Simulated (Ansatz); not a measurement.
# Mg (P6_3/mmc) in Ansatz: notebook, part 2 of 2

Ansatz 0.2.0.

## (5) Band structure, revPBE

Input file input.yaml:

```yaml
crystal:
  lattice:
    - [3.2093, 0.0, 0.0]
    - [-1.60465, 2.7793353284, 0.0]
    - [0.0, 0.0, 5.2103]
  atoms:
    - { symbol: Mg, position: [0.6666666667, 0.3333333333, 0.75] }
    - { symbol: Mg, position: [0.3333333333, 0.6666666667, 0.25] }
hamiltonian:
  xc: revpbe
  pseudopotentials: { kind: paw }
kpoints:
  mp_grid: { grid: [10, 10, 5] }
  band_path:
    path:
      - [[0.0, 0.0, 0.0], [0.5, 0.0, 0.0], [0.3333333333, 0.3333333333, 0.0], [0.0, 0.0, 0.0], [0.0, 0.0, 0.5], [0.5, 0.0, 0.5], [0.3333333333, 0.3333333333, 0.5], [0.0, 0.0, 0.5]]
      - [[0.5, 0.0, 0.5], [0.5, 0.0, 0.0]]
      - [[0.3333333333, 0.3333333333, 0.0], [0.3333333333, 0.3333333333, 0.5]]
    npoints: 14
scf:
  occupations: { method: fermi_dirac, width: 0.05 }
  n_extra_bands: 6
output:
  forces: true
  stress: true
  eigenvalues: true
  fatbands: false
```

Potentials or basis: Ansatz PAW.

Launch:

```
ansatz run input.yaml --threads 2 --pin off --max-ram 5632MiB --backend cpu --events-out ev --progress --plain --runs-dir out
```

The log of the run:

```text
Warning: RAYON_NUM_THREADS=2 ignored (pool sized by the plan → 2); use --threads N
scf.n_extra_bands = 6 over 10 filled bands (N_el = 20.0): the run solves 16 bands
Engine: ansatz 0.2.0, x86_64-unknown-linux-gnu
Pseudopotentials: kind: paw
Pseudopotential: Mg, paw, valence charge 10, recommended cutoff 420 eV (normal), Mg.paw.azcp
Functional definition: revPBE
  parameter kappa = 1.245
  parameter beta = 0.06672455060314922
  exchange = pbe_x(kappa = kappa, mu = beta*pi^2/3)
  correlation = pbe_c(beta = beta)
Crystal: 2 atoms, lattice volume = 46.474 Å³
Basis set: ecut = 420 eV, 941 PW (Γ), exchange–correlation on 48×48×72 points (8 copies of the dense FFT grid, shifted against one another)
Bands: 16, of which v1, the nominal top of the filled ones, is band 10 counted from 1 (9 counted from 0)
Symmetry: 24 space group operations
Space group: P63/mmc (ITA 194), of the structure as read, at distance tolerance 3.6e-5 Å
k-points: 42 of 500
Non-local potential: Mg, projectors of the file, l = 0: 3, l = 1: 2, l = 2: 1
PAW form: soft (Blöchl's): semilocal exchange-correlation on the pseudo side does not see the compensation charge
PAW frozen core: Mg, regenerated for the run's functional, and the local potential with it (the file was generated under x = pbe(κ = 0.804, μ = 0.2195149727645171), c = pbe(β = 0.06672455060314922))
PAW one-centre angular grid: Mg, 110 points (default); XC on 64 Gauss nodes
Initial density: superposition of atomic densities (neutral atoms: chi_scale 0, normalization atom), corrected by the library's trained network
Initial wavefunctions: pseudopotential atomic-orbital guess
Functional: x = revpbe(κ = 1.245, μ = 0.2195149727645171), c = pbe(β = 0.06672455060314922)
SCF iter   1: F=—  HF=-3851.677823 eV  |F-HF|=—  |Δ(HF+E_count)|=         —  Δρ=2.30e-3  dr2=9.89e-4  ethr=1.77e-3  ⟨swp⟩=5.5  Hψ=3390  notcnv=0  defer=7
preconditioner: auto → none  [metal: Δε(μ)=0.057 eV  Ē_g=8.346 eV  σ=0.050 eV  W_gap=0.28  n_scr=8 (ndim 8)  ℏωp=10.9 eV  f_vac=0.000  D(μ)=1.51/eV (n_scr^D=10)  sad-step TF]
SCF iter   2: F=—  HF=-3851.676972 eV  |F-HF|=—  |Δ(HF+E_count)|=   8.51e-4  Δρ=8.86e-4  dr2=2.39e-4  ethr=4.94e-6  ⟨swp⟩=2.0  Hψ=1415  notcnv=0  defer=18
SCF iter   3: F=—  HF=-3851.677048 eV  |F-HF|=—  |Δ(HF+E_count)|=   7.66e-5  Δρ=2.81e-4  dr2=2.88e-5  ethr=1.20e-6  ⟨swp⟩=2.0  Hψ=1053  notcnv=0  defer=18
SCF iter   4: F=—  HF=-3851.677092 eV  |F-HF|=—  |Δ(HF+E_count)|=   4.32e-5  Δρ=1.45e-5  dr2=3.70e-8  ethr=1.44e-7  ⟨swp⟩=2.1  Hψ=699  notcnv=0  defer=18
iter 5 did not close the SCF: its close was put off for the readings that it lacked (scf_convergence_deferred on its scf_iter line)
SCF iter   5: F=-3851.677092 eV  HF=-3851.677092 eV  |F-HF|=1.53e-9  |Δ(HF+E_count)|=   4.63e-8  Δρ=3.11e-6  dr2=2.94e-9  ethr=1.85e-10  ⟨swp⟩=2.0  Hψ=1011  notcnv=0  defer=18
SCF iter   6: F=-3851.677092 eV  HF=-3851.677092 eV  |F-HF|=2.73e-12  |Δ(HF+E_count)|=  7.21e-10  Δρ=1.13e-7  dr2=4.36e-12  ethr=1.47e-11  ⟨swp⟩=4.3  Hψ=2374  notcnv=0
SCF 1 converged in 6 iterations: F = -3851.677092 eV  dr2 = 4.36e-12
NSCF: frozen V_eff on 129 k-points
SCF converged after 6 iterations
Free energy (F): -3851.677092 eV
Harris-Foulkes:  -3851.677092 eV  (|F-HF|=2.73e-12)
Internal energy: -3851.665442 eV  (E = F + TS)
E sigma→0 (E₀):  -3851.671267 eV
Entropy (-TS):   -0.011650 eV (-5.825 meV/atom)
Fermi energy:    5.672452 eV
--- Per-component energies (eV) ---
  E_band       = -715.624333
  E_kinetic    = 149.183120
  E_local      = -3250.553850  (includes V_loc(G=0)·N_el)
  E_nonlocal   = 191.296919
  E_hartree    = 1161.284082
  E_xc         = -56.785861
  E_vxc        = -73.031708  (∫ρ·V_xc dr)
  E_paw        = -588.661293  (= ΣΔE_a)
  E_vpaw       = -55.087077  (= ΣTr[D̂ρ^β])
  E_aug_tail   = -0.000010  (compensation charges beyond the density's cutoff)
  E_ewald      = -1457.391822
  E_core_change = -0.036727  (= ΣΔE_core)
  E_smearing   = -0.011650  (= −TS)
  E_closure    = -0.000000  (closes the sum)
  Σ components = -3851.677092   (vs F -3851.677092, Δ=0.00e0)
--- Forces (eV/Å), atoms counted from 1 ---
  atom   1  Mg     0.00000000    -0.00000000     0.00000000
  atom   2  Mg     0.00000000     0.00000000     0.00000000
  max |Σ_I F_I| component: 0.00e0 eV/Å
--- Stress (GPa, compression-positive) ---
        0.201336       0.000000       0.000000
        0.000000       0.201336       0.000000
        0.000000       0.000000       1.272498
  P = ⅓ Tr σ = 0.5584 GPa (5.584 kbar)
--- Band table (eV; the first three rows and the last of 42) ---
  k-point 0: bands = ["-70.4998", "-70.4971", "-37.1291", "-37.1040", "-37.1040", "-37.0994", "-37.0994", "-37.0985", "-1.2362", "3.9638", "4.4266", "16.5265", "16.5265", "16.6581", "16.6581", "17.3944"]
  k-point 1: bands = ["-70.4995", "-70.4973", "-37.1262", "-37.1036", "-37.1036", "-37.1014", "-37.0998", "-37.0998", "-1.0133", "2.2612", "6.5150", "15.4000", "16.6999", "16.6999", "16.8059", "16.8059"]
  k-point 2: bands = ["-70.4988", "-70.4980", "-37.1186", "-37.1091", "-37.1024", "-37.1024", "-37.1010", "-37.1010", "-0.3482", "0.7490", "9.1827", "12.1895", "17.1364", "17.1364", "17.1732", "17.1732"]
  k-point 41: bands = ["-70.4966", "-70.4965", "-37.1237", "-37.1235", "-37.1175", "-37.1151", "-37.1057", "-37.1048", "4.7050", "5.5865", "6.4517", "6.7835", "7.8147", "7.9957", "14.3184", "15.9638"]
```

Wall time 2 s (2 threads of Intel Xeon at 2.70GHz, shared host); peak memory 0.32 GiB.

What came out:

- Free energy: -3851.6771 eV
- Pressure: 0.6 GPa
- Band gap on the k mesh: none (metal or under the smearing width)

Stress tensor (GPa, compression positive):
```
0.20 0.00 0.00
0.00 0.20 0.00
0.00 0.00 1.27
```

Levels at the corners of the path, in eV from the Fermi level:
```
point  band 7  band 8  band 9  band 10  band 11  band 12  band 13  band 14
    Γ  -42.77  -42.77   -6.91    -1.71    -1.25    10.85    10.85    10.99
    M  -42.78  -42.78   -2.16    -2.14     2.61     2.96     3.24     3.65
    K  -42.78  -42.78   -0.65    -0.61    -0.61     4.08     4.08     4.27
    Γ  -42.77  -42.77   -6.91    -1.71    -1.25    10.85    10.85    10.99
    A  -42.77  -42.77   -5.53    -5.53     4.98     4.98    11.60    11.60
    L  -42.78  -42.78   -1.13    -1.13    -0.46    -0.46     7.95     7.95
    H  -42.78  -42.78    0.16     0.16     0.63     0.63     1.54     1.54
    A  -42.77  -42.77   -5.53    -5.53     4.98     4.98    11.60    11.60
    L  -42.78  -42.78   -1.13    -1.13    -0.46    -0.46     7.95     7.95
    M  -42.78  -42.78   -2.16    -2.14     2.61     2.96     3.24     3.65
    K  -42.78  -42.78   -0.65    -0.61    -0.61     4.08     4.08     4.27
    H  -42.78  -42.78    0.16     0.16     0.63     0.63     1.54     1.54
```

Caveat: the PAW data sets come from PBE, with cores solved anew for the run's functional, which leaves a small shift of forces and pressure.

## (6) The runs side by side

| level | cutoff (eV) | gap on the mesh (eV) | pressure (GPa) |
| --- | --- | --- | --- |
| BLYP | 420 | none | 0.4 |
| r2SCAN | 500 | none | -1.0 |
| RPBE | 420 | none | 0.8 |
| revPBE | 420 | none | 0.6 |

Alike in all rows: task band structure; potentials or basis Ansatz PAW; no spin polarisation; cell as given; k mesh 10 × 10 × 5; smearing fermi-dirac 0.05 eV.

Every run on the cell as given and a fine mesh finds a metal. The pressure there spans -1.0 GPa (r2SCAN) to 0.8 GPa (RPBE); a positive pressure means that this level wants a larger cell, a negative one a smaller.

Caveats: the PAW data sets come from PBE, with cores solved anew for the run's functional, which leaves a small shift of forces and pressure.

Absolute energies hang on the potentials; compare differences alone.
